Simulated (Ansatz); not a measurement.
## SiO2: enthalpy against pressure

SiO2, P4_32_12, a = 4.982 Å, c = 6.921 Å. This isn't the usual stable structure of the compound. Ansatz: r2SCAN, PAW, 500 eV, Γ-centred 6×6×4 mesh on 12 atoms, Gaussian smearing 0.02 eV; no spin polarisation. Cell and atoms are relaxed at each pressure, and no other structure is tried, so the rows at high pressure may lie past a change of phase. y is the enthalpy over the state at zero pressure; there V0 = 14.312 Å³/atom. The pressures are the targets, met within 0.04 GPa.

| P (GPa) | y (eV/atom) |
| --- | --- |
| -2.0 | -0.1942 |
| 0.0 | 0.0000 |
| 2.0 | 0.1687 |
| 5.0 | ? |
| 10.0 | 0.7468 |
| 20.0 | 1.3794 |

Q: Fit y = c1 P + c2 P² + c3 P³ to the other rows, say what c1 and c2 mean, and predict the missing value.

A: Least squares on the rows shown. y = 0.091095 P − 0.0021894 P² + 5.4166×10⁻⁵ P³. Since dH/dP = V, c1 is V0: 0.091095 eV/GPa × 160.2 = 14.593 Å³ against 14.312; c2 = −V0/(2B0) gives B0 = 21 GPa, where a Birch–Murnaghan fit to the volumes of the same runs (not shown) gives 16.4 GPa: a cubic over this range folds the higher terms into c2. Above P = −c2/(3 c3) = 13 GPa the cubic's slope, the volume, would rise with pressure, so the form fails there. At P = 5.0 the fit asked for gives 0.4075 eV/atom. The run gave 0.3979 eV/atom, so the fit is 0.0096 eV/atom too high, 0.61 % of the span of the series, against an rms of 0.0030 eV/atom on the fitted rows. With a term in P⁴ added, a fit to the same known rows (none to spare) predicts 0.3943 eV/atom, so most of the miss is curvature that the known rows already hold.